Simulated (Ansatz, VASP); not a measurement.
**Two plane-wave programs on AlO2**

File INCAR:

```
SYSTEM = AlO2
  PREC = Accurate
  ENCUT = 600
  EDIFF = 1E-6
  ISMEAR = 0
  SIGMA = 0.1
  LREAL = .FALSE.
  LASPH = .TRUE.
  NELM = 60
  ALGO = Normal
  ISIF = 3
  LWAVE = .FALSE.
  LCHARG = .FALSE.
  GGA = PE
  IBRION = 2
  NSW = 90
  EDIFFG = -0.04
```

The input KPOINTS:

```
Automatic mesh
0
G
  4 4 4
  0 0 0
```

The input POSCAR:

```
AlO2
1.0
    4.1457144700      0.0000000000      0.0000000000
    0.0000000000      4.1457144700      0.0000000000
    0.0000000000      0.0000000000      3.7484699800
Al O
2 4
Direct
    0.0000000000      0.5000000000      0.0000000000
    0.5000000000      0.0000000000      0.0000000000
    0.2379686900      0.7379686900      0.0000000000
    0.7620313100      0.2620313100      0.0000000000
    0.7379686900      0.7620313100      0.0000000000
    0.2620313100      0.2379686900      0.0000000000
```

Input for Ansatz:

```yaml
crystal:
  lattice:
    - [4.14571447, 0.0, 0.0]
    - [0.0, 4.14571447, 0.0]
    - [0.0, 0.0, 3.74846998]
  atoms:
    - { symbol: Al, position: [0.0, 0.5, 0.0] }
    - { symbol: Al, position: [0.5, 0.0, 0.0] }
    - { symbol: O, position: [0.23796869, 0.73796869, 0.0] }
    - { symbol: O, position: [0.76203131, 0.26203131, 0.0] }
    - { symbol: O, position: [0.73796869, 0.76203131, 0.0] }
    - { symbol: O, position: [0.26203131, 0.23796869, 0.0] }
basis:
  ecutwfc: 420
kpoints:
  mp_grid: { grid: [4, 4, 4] }
hamiltonian:
  xc: pbe
scf:
  occupations: { method: gaussian, width: 0.1 }
  lower_state_search: "off"
output:
  forces: true
  stress: true
  eigenvalues: true
relax:
  adjacent_minimum: "off"
  f_tol: 0.04
  max_steps: 70
  cell: { stress_tol: 0.4 }
```

Alike in both runs: task relaxation of cell and atoms; functional PBE; k mesh 4 × 4 × 4; occupations gaussian, width 0.1 eV; no spin polarisation.

```csv
,VASP,Ansatz
version,VASP 6.6.1,Ansatz 0.2.0
potentials or method,"VASP PAW PBE potentials, release 64 (Al, O)","scalar-relativistic, plane waves, PAW"
plane-wave cutoff (eV),600,420
valence electrons in the cell,30,30
```

Ansatz gave:

* gap on the k mesh at the Fermi level, each at its own relaxed structure (eV): none
* relaxed volume (Å³/atom): 19.13
* relaxed cell length with the largest relative difference (Å): 4.634
* energy change over the relaxation (meV/atom): -2600

Estimate VASP's values.

gap on the k mesh at the Fermi level, each at its own relaxed structure (eV): none; relaxed volume (Å³/atom): 17.20; relaxed cell length with the largest relative difference (Å): 4.194; energy change over the relaxation (meV/atom): -2642.

A gap of «none» marks a metal or a gap that the smearing closes. One of these differences is far larger than is usual between the two programs; its cause wasn't traced.

Caveats: the k mesh is coarse (spacing up to 0.42 Å⁻¹), so the values aren't converged; the volume moved by over 15 % at a fixed basis, so the end points are rough (VASP).
